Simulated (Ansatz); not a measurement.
The following input was run with Ansatz 0.2.0.

```yaml
crystal:
  lattice:
    - [4.0175306149, 0.0, 0.0]
    - [-2.0087653074, 3.479283573, 0.0]
    - [0.0, 0.0, 5.08725382]
  atoms:
    - { symbol: Ni, position: [0.6666666667, 0.3333333333, 0.25] }
    - { symbol: Ni, position: [0.3333333333, 0.6666666667, 0.75] }
    - { symbol: Ni, position: [0.0, 0.0, 0.0] }
    - { symbol: Ni, position: [0.0, 0.0, 0.5] }
    - { symbol: Ge, position: [0.6666666667, 0.3333333333, 0.75] }
    - { symbol: Ge, position: [0.3333333333, 0.6666666667, 0.25] }
basis:
  ecutwfc: 500
kpoints:
  mp_grid: { grid: [12, 12, 8] }
hamiltonian:
  xc: r2scan
scf:
  occupations: { method: gaussian, width: 0.1 }
output:
  forces: true
  stress: true
  eigenvalues: true
relax:
  adjacent_minimum: "off"
  f_tol: 0.01
  max_steps: 30
  cell: { stress_tol: 0.1, fix: [volume] }
```

Command:
```bash
ansatz run input.yaml --threads 1 --pin off --max-ram 2560MiB --backend cpu --events-out ev --progress --plain --runs-dir out
```

Level of theory: DFT r2SCAN, scalar-relativistic, plane waves, PAW (Ansatz).

Abridged output:

```
Pseudopotentials: kind: paw
Pseudopotential: Ni, paw, valence charge 18, recommended cutoff 500 eV (meta_gga)
Pseudopotential: Ge, paw, valence charge 14, recommended cutoff 500 eV (meta_gga)
Functional definition: r2SCAN
Crystal: 6 atoms, lattice volume = 71.110 Å³
Basis set: ecut = 500 eV, 1825 PW (Γ), exchange–correlation on 120×120×160 points (64 copies of the dense FFT grid, shifted against one another)
Bands: 60, of which v1, the nominal top of the filled ones, is band 50 counted from 1 (49 counted from 0)
Symmetry: 24 space group operations
Space group: P63/mmc (ITA 194), of the structure as read, at distance tolerance 4.1e-5 Å
k-points: 95 of 1152
Initial density: superposition of atomic densities (neutral atoms: chi_scale 0, normalization atom), corrected by the library's trained network
Initial wavefunctions: pseudopotential atomic-orbital guess
Functional: x = r2scan, c = r2scan; τ floored in thin density (d = 2e-4 eV/Å³)
SCF iter   1: F=—  HF=-31988.080394 eV  |F-HF|=—  |Δ(HF+E_count)|=         —  Δρ=2.94e-2  dr2=4.28e-1  dr2_τ=1.77e-1  ethr=1.77e-3  ⟨swp⟩=5.3  Hψ=17993  notcnv=0  defer=140
SCF iter   2: F=—  HF=-31988.357051 eV  |F-HF|=—  |Δ(HF+E_count)|=   2.77e-1  Δρ=2.98e-2  dr2=4.56e-1  dr2_τ=4.36e-3  ethr=4.28e-4  ⟨swp⟩=2.9  Hψ=11737  notcnv=0  defer=321
SCF iter   3: F=—  HF=-31988.337748 eV  |F-HF|=—  |Δ(HF+E_count)|=   1.93e-2  Δρ=2.33e-2  dr2=2.92e-1  dr2_τ=1.44e-3  ethr=4.28e-4  ⟨swp⟩=2.3  Hψ=7557  notcnv=0  defer=321
SCF iter   4: F=—  HF=-31988.321394 eV  |F-HF|=—  |Δ(HF+E_count)|=   1.64e-2  Δρ=9.91e-3  dr2=5.19e-2  dr2_τ=3.82e-4  ethr=2.92e-4  ⟨swp⟩=2.0  Hψ=6936  notcnv=0  defer=320
SCF iter   5: F=—  HF=-31988.315849 eV  |F-HF|=—  |Δ(HF+E_count)|=   5.55e-3  Δρ=1.51e-3  dr2=4.34e-4  dr2_τ=5.28e-5  ethr=5.19e-5  ⟨swp⟩=1.7  Hψ=5983  notcnv=0  defer=320
SCF iter   6: F=—  HF=-31988.316363 eV  |F-HF|=—  |Δ(HF+E_count)|=   5.14e-4  Δρ=8.22e-4  dr2=1.49e-4  dr2_τ=6.00e-6  ethr=4.34e-7  ⟨swp⟩=2.0  Hψ=10081  notcnv=0  defer=320
SCF iter   7: F=—  HF=-31988.316638 eV  |F-HF|=—  |Δ(HF+E_count)|=   2.76e-4  Δρ=5.06e-4  dr2=1.16e-4  dr2_τ=1.08e-6  ethr=1.49e-7  ⟨swp⟩=2.0  Hψ=10134  notcnv=0  defer=320
SCF iter   8: F=—  HF=-31988.316638 eV  |F-HF|=—  |Δ(HF+E_count)|=   5.16e-7  Δρ=9.52e-5  dr2=4.90e-6  dr2_τ=1.36e-7  ethr=1.16e-7  ⟨swp⟩=1.2  Hψ=5449  notcnv=0  defer=320
SCF iter   9: F=—  HF=-31988.316635 eV  |F-HF|=—  |Δ(HF+E_count)|=   3.17e-6  Δρ=5.88e-5  dr2=2.08e-6  dr2_τ=2.12e-8  ethr=4.90e-9  ⟨swp⟩=2.4  Hψ=8593  notcnv=0  defer=320
SCF iter  10: F=—  HF=-31988.316634 eV  |F-HF|=—  |Δ(HF+E_count)|=   1.06e-7  Δρ=2.12e-5  dr2=2.63e-7  dr2_τ=1.19e-9  ethr=2.08e-9  ⟨swp⟩=2.4  Hψ=9592  notcnv=0  defer=320
SCF iter  11: F=-31988.316634 eV  HF=-31988.316634 eV  |F-HF|=4.93e-8  |Δ(HF+E_count)|=   1.10e-8  Δρ=1.12e-5  dr2=6.54e-8  dr2_τ=2.68e-10  ethr=1.00e-10  ⟨swp⟩=8.9  Hψ=22454  notcnv=0
SCF 1 converged in 11 iterations: F = -31988.316634 eV  dr2 = 6.54e-8
relax step   1: F+E_penalty+E_count = -31988.31663442 eV  Δ(F+E_penalty+E_count) = +0.000e0 eV  max|allowed force component| = 7.710e-17 eV/Å  Δτ_max = 0.0000 Å  P = -5.449 GPa  Ω = 71.110 Å³  fix = [volume]  reactions: volume -5.449 GPa (11 SCF iters, dr2 threshold 1.00e-7 eV, accepted)
Basis set: ecut = 500 eV, 1813 PW (Γ), exchange–correlation on 120×120×160 points (64 copies of the dense FFT grid, shifted against one another)
Initial density: handed on by an earlier stage of this run
Initial wavefunctions: those handed on with the density
SCF iter   1: F=—  HF=-31988.316930 eV  |F-HF|=—  |Δ(HF+E_count)|=         —  Δρ=2.56e-4  dr2=2.19e-5  dr2_τ=8.87e-5  ethr=1.94e-8  ⟨swp⟩=3.2  Hψ=26065  notcnv=0
SCF iter   2: F=—  HF=-31988.317024 eV  |F-HF|=—  |Δ(HF+E_count)|=   9.47e-5  Δρ=1.36e-4  dr2=5.42e-6  dr2_τ=2.76e-7  ethr=1.94e-8  ⟨swp⟩=2.0  Hψ=10451  notcnv=0
SCF iter   3: F=—  HF=-31988.317028 eV  |F-HF|=—  |Δ(HF+E_count)|=   3.97e-6  Δρ=2.89e-4  dr2=4.67e-5  dr2_τ=1.67e-7  ethr=5.42e-9  ⟨swp⟩=2.1  Hψ=9524  notcnv=0  recentre
SCF iter   4: F=—  HF=-31988.317025 eV  |F-HF|=—  |Δ(HF+E_count)|=   2.90e-6  Δρ=5.77e-5  dr2=1.32e-6  dr2_τ=2.37e-8  ethr=5.42e-9  ⟨swp⟩=2.0  Hψ=7538  notcnv=0
SCF iter   5: F=-31988.317025 eV  HF=-31988.317025 eV  |F-HF|=2.34e-8  |Δ(HF+E_count)|=   4.78e-8  Δρ=1.84e-5  dr2=1.47e-7  dr2_τ=2.20e-9  ethr=6.00e-10  ⟨swp⟩=5.7  Hψ=23816  notcnv=0
SCF 2 converged in 5 iterations: F = -31988.317025 eV  dr2 = 1.47e-7
relax step   2: F+E_penalty+E_count = -31988.31702527 eV  Δ(F+E_penalty+E_count) = -3.908e-4 eV  max|allowed force component| = 1.126e-16 eV/Å  Δτ_max = 0.0000 Å  P = -5.412 GPa  Ω = 71.110 Å³  energy of the carried Pulay correction = +3.840e-6 eV  fix = [volume]  reactions: volume -5.412 GPa (5 SCF iters, dr2 threshold 6.00e-7 eV, accepted)
SCF iter   1: F=—  HF=-31988.317027 eV  |F-HF|=—  |Δ(HF+E_count)|=         —  Δρ=4.14e-4  dr2=5.84e-5  dr2_τ=2.27e-4  ethr=5.23e-8  ⟨swp⟩=3.2  Hψ=26379  notcnv=0
SCF iter   2: F=—  HF=-31988.317266 eV  |F-HF|=—  |Δ(HF+E_count)|=   2.39e-4  Δρ=2.33e-4  dr2=1.70e-5  dr2_τ=7.41e-7  ethr=5.23e-8  ⟨swp⟩=2.0  Hψ=10451  notcnv=0
SCF iter   3: F=—  HF=-31988.317277 eV  |F-HF|=—  |Δ(HF+E_count)|=   1.06e-5  Δρ=4.78e-4  dr2=1.28e-4  dr2_τ=4.61e-7  ethr=1.70e-8  ⟨swp⟩=2.3  Hψ=8750  notcnv=0  recentre
SCF iter   4: F=—  HF=-31988.317269 eV  |F-HF|=—  |Δ(HF+E_count)|=   7.80e-6  Δρ=8.79e-5  dr2=3.06e-6  dr2_τ=5.66e-8  ethr=1.70e-8  ⟨swp⟩=2.0  Hψ=7476  notcnv=0
SCF iter   5: F=-31988.317269 eV  HF=-31988.317269 eV  |F-HF|=4.57e-8  |Δ(HF+E_count)|=   1.41e-7  Δρ=2.22e-5  dr2=2.00e-7  dr2_τ=5.38e-9  ethr=3.53e-10  ⟨swp⟩=4.2  Hψ=22866  notcnv=0
SCF 3 converged in 5 iterations: F = -31988.317269 eV  dr2 = 2.00e-7
relax step   3: F+E_penalty+E_count = -31988.31726907 eV  Δ(F+E_penalty+E_count) = -2.438e-4 eV  max|allowed force component| = 1.218e-16 eV/Å  Δτ_max = 0.0000 Å  P = -5.351 GPa  Ω = 71.110 Å³  energy of the carried Pulay correction = +1.000e-5 eV  fix = [volume]  reactions: volume -5.351 GPa (5 SCF iters, dr2 threshold 3.53e-7 eV, accepted)
Initial wavefunctions: pseudopotential atomic-orbital guess (no wavefunctions were taken with the density)
SCF iter   1: F=—  HF=-31988.317257 eV  |F-HF|=—  |Δ(HF+E_count)|=         —  Δρ=2.50e-5  dr2=2.14e-7  dr2_τ=4.17e-8  ethr=7.71e-8  ⟨swp⟩=4.0  Hψ=34592  notcnv=0
SCF iter   2: F=—  HF=-31988.317261 eV  |F-HF|=—  |Δ(HF+E_count)|=   3.85e-6  Δρ=1.69e-5  dr2=1.52e-7  dr2_τ=4.42e-9  ethr=2.14e-10  ⟨swp⟩=2.2  Hψ=10026  notcnv=0
SCF iter   3: F=—  HF=-31988.317261 eV  |F-HF|=—  |Δ(HF+E_count)|=   6.85e-8  Δρ=3.77e-5  dr2=7.24e-7  dr2_τ=3.82e-9  ethr=1.52e-10  ⟨swp⟩=2.0  Hψ=7562  notcnv=0  recentre
SCF iter   4: F=—  HF=-31988.317261 eV  |F-HF|=—  |Δ(HF+E_count)|=   3.71e-8  Δρ=6.44e-6  dr2=2.55e-8  dr2_τ=1.71e-10  ethr=1.52e-10  ⟨swp⟩=2.0  Hψ=7383  notcnv=0
SCF iter   5: F=—  HF=-31988.317261 eV  |F-HF|=—  |Δ(HF+E_count)|=  9.60e-10  Δρ=4.06e-6  dr2=6.65e-9  dr2_τ=7.16e-11  ethr=2.55e-11  ⟨swp⟩=2.0  Hψ=7162  notcnv=0
SCF iter   6: F=—  HF=-31988.317261 eV  |F-HF|=—  |Δ(HF+E_count)|=   1.01e-9  Δρ=1.67e-6  dr2=1.29e-9  dr2_τ=1.39e-11  ethr=6.65e-12  ⟨swp⟩=2.0  Hψ=7636  notcnv=0
SCF iter   7: F=—  HF=-31988.317261 eV  |F-HF|=—  |Δ(HF+E_count)|=  1.02e-10  Δρ=1.11e-6  dr2=6.72e-10  dr2_τ=3.63e-12  ethr=1.29e-12  ⟨swp⟩=1.1  Hψ=5715  notcnv=0
SCF iter   8: F=-31988.317261 eV  HF=-31988.317261 eV  |F-HF|=7.28e-12  |Δ(HF+E_count)|=  4.00e-11  Δρ=1.34e-7  dr2=7.56e-12  dr2_τ=5.97e-14  ethr=1.00e-12  ⟨swp⟩=3.7  Hψ=21422  notcnv=0
SCF 4 converged in 8 iterations: F = -31988.317261 eV  dr2 = 7.56e-12
SCF converged after 8 iterations
Free energy (F): -31988.317261 eV
Harris-Foulkes:  -31988.317261 eV  (|F-HF|=7.28e-12)
Internal energy: -31988.298033 eV  (E = F + TS)
E sigma→0 (E₀):  -31988.307647 eV
Entropy (-TS):   -0.019228 eV (-3.205 meV/atom)
Fermi energy:    17.382062 eV
--- Per-component energies (eV) ---
  E_band       = -1359.250437
  E_kinetic    = 1363.690094
  E_local      = -18091.752078  (includes V_loc(G=0)·N_el)
  E_nonlocal   = 3426.182703
  E_hartree    = 7721.904090
  E_xc         = -453.950165
  E_vxc        = -605.070809  (∫ρ·V_xc dr)
  E_paw        = -10669.385732  (= ΣΔE_a)
  E_vpaw       = -2938.570066  (= ΣTr[D̂ρ^β])
  E_aug_tail   = 0.000968  (compensation charges beyond the density's cutoff)
  E_vtau       = 42.460996  (kinetic-family band-sum trace: ∫τ·v_τ [+ j·A + Jᵃ·Aᵃ] dr)
  E_ewald      = -15281.616107
  E_core_change = -3.371806  (= ΣΔE_core)
  E_smearing   = -0.019228  (= −TS)
--- Forces (eV/Å), atoms counted from 1 ---
  atom   1  Ni     0.00000000     0.00000000     0.00000000
  atom   2  Ni     0.00000000     0.00000000     0.00000000
  atom   3  Ni     0.00000000     0.00000000     0.00000000
  atom   4  Ni     0.00000000     0.00000000     0.00000000
  atom   5  Ge     0.00000000     0.00000000     0.00000000
  atom   6  Ge     0.00000000     0.00000000     0.00000000
--- Stress (GPa, compression-positive) ---
       -5.354662       0.000000       0.000000
        0.000000      -5.354662       0.000000
        0.000000       0.000000      -5.345922
  P = ⅓ Tr σ = -5.3517 GPa (-53.517 kbar)
--- Band table (eV; the first three rows and the last of 95) ---
  k-point 0: bands = ["-89.5586", "-89.5582", "-89.2773", "-89.2692", "-48.5520", "-48.5520", "-48.5506", "-48.5506", "-48.4176", "-48.4148", "-48.2813", "-48.2055", "-48.2055", "-48.1994", "-48.1994", "-48.1880", "-8.1357", "-8.1268", "-8.1053", "-8.1053", "-8.0743", "-8.0743", "-8.0664", "-8.0664", "-8.0662", "-8.0662", "4.0813", "8.2179", "10.9571", "12.4962", "12.4962", "13.6241", "13.6241", "13.9445", "14.0691", "14.0691", "14.5017", "14.5017", "15.4776", "15.4776", "15.7495", "16.1566", "16.1566", "16.1686", "16.1686", "16.3704", "16.8007", "16.8007", "17.4715", "19.7407", "20.1286", "20.1286", "20.3474", "20.3474", "20.6842", "21.9955", "22.0219", "22.0219", "26.3635", "26.3635"]
  k-point 1: bands = ["-89.5586", "-89.5582", "-89.2770", "-89.2695", "-48.5519", "-48.5519", "-48.5507", "-48.5507", "-48.4175", "-48.4149", "-48.2777", "-48.2053", "-48.2053", "-48.1996", "-48.1996", "-48.1916", "-8.1349", "-8.1267", "-8.1045", "-8.1045", "-8.0770", "-8.0770", "-8.0658", "-8.0658", "-8.0647", "-8.0647", "4.1739", "7.8473", "11.2967", "12.5172", "12.5172", "13.5003", "13.5003", "13.9607", "14.1635", "14.1635", "14.4967", "14.4967", "15.5368", "15.5368", "15.6945", "16.1581", "16.1581", "16.1631", "16.1631", "16.3812", "16.7589", "16.7589", "17.5904", "19.7925", "20.1613", "20.1613", "20.2845", "20.4445", "20.4445", "21.9062", "21.9062", "22.4051", "25.4223", "25.4223"]
  k-point 2: bands = ["-89.5586", "-89.5582", "-89.2761", "-89.2704", "-48.5518", "-48.5518", "-48.5508", "-48.5508", "-48.4173", "-48.4153", "-48.2676", "-48.2046", "-48.2046", "-48.2017", "-48.2003", "-48.2003", "-8.1329", "-8.1266", "-8.1023", "-8.1023", "-8.0824", "-8.0824", "-8.0646", "-8.0646", "-8.0626", "-8.0626", "4.4494", "7.0785", "11.9806", "12.5812", "12.5812", "13.2729", "13.2729", "13.9528", "14.3058", "14.3058", "14.4874", "14.4874", "15.5826", "15.6953", "15.6953", "16.1490", "16.1490", "16.1637", "16.1637", "16.2917", "16.6388", "16.6388", "17.9992", "19.6954", "20.0253", "20.2609", "20.2609", "20.6968", "20.6968", "21.6692", "21.6692", "22.9736", "24.2289", "24.2289"]
  k-point 94: bands = ["-89.5583", "-89.5583", "-89.2733", "-89.2733", "-48.5526", "-48.5526", "-48.5516", "-48.5516", "-48.4178", "-48.4178", "-48.2337", "-48.2337", "-48.2041", "-48.2041", "-48.1996", "-48.1996", "-8.1248", "-8.1248", "-8.0923", "-8.0923", "-8.0880", "-8.0880", "-8.0684", "-8.0684", "-8.0660", "-8.0660", "7.5558", "7.5558", "10.7537", "10.7537", "11.6486", "11.6486", "13.7453", "13.7453", "14.5981", "14.5981", "14.7744", "14.7744", "15.0806", "15.0806", "15.3092", "15.3092", "15.9125", "15.9125", "16.1336", "16.1336", "16.2807", "16.2807", "16.2961", "16.2961", "17.1644", "17.1644", "22.7229", "22.7229", "23.9211", "23.9211", "25.4720", "25.4720", "26.5109", "26.5109"]
--- Relaxed structure (3 steps of the walk, 3 accepted, 1 SCFs on fresh bases) ---
  F+E_penalty+E_count = -31988.31726129 eV   max|allowed force component| = 8.943e-17 eV/Å   (the final SCF, on the basis selected at the relaxed cell)
  cell:  # Å, volume = 71.1103 Å³
    - [4.01135534, 0.0, 0.0]
    - [-2.00567767, 3.47393563, 0.0]
    - [0.0, 0.0, 5.10292898]
  atoms:
    - { symbol: Ni, position: [0.66666666, 0.33333333, 0.25000000] }
    - { symbol: Ni, position: [0.33333333, 0.66666666, 0.75] }
    - { symbol: Ni, position: [0.0, 0.0, 0.0] }
    - { symbol: Ni, position: [0.0, 0.0, 0.50000000] }
    - { symbol: Ge, position: [0.66666666, 0.33333333, 0.75] }
    - { symbol: Ge, position: [0.33333333, 0.66666666, 0.25000000] }
```

The relaxation met its thresholds.

It took 7.5 min on 1 thread of AMD EPYC (Zen 3), on a shared host, peak memory 0.79 GiB.